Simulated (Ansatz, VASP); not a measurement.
PbS (Galena): VASP beside Ansatz

```
CELL_PARAMETERS angstrom
0.00000 2.91547 2.91547
2.91547 0.00000 2.91547
2.91547 2.91547 0.00000
ATOMIC_POSITIONS crystal
Pb 0.00000 0.00000 0.00000
S 0.50000 0.50000 0.50000
```

Alike in both runs: task single point; functional PBE; k mesh 6 × 6 × 6; no spin polarisation.

|  | VASP | Ansatz |
| --- | --- | --- |
| version | VASP 6.6.1 | Ansatz 0.2.0 |
| potentials or method | VASP PAW PBE potentials, release 64 (Pb_d, S) | plane waves, PAW |
| plane-wave cutoff (eV) | 520 | 500 |
| occupations | gaussian, width 0.01 eV | fixed |
| valence electrons in the cell | 20 | 20 |

VASP gave:

- pressure (GPa): 5.7

Question: Estimate Ansatz's values.

Answer: Pressure (GPa): 5.8.

Ansatz warned: «stress_scf_threshold_loose».
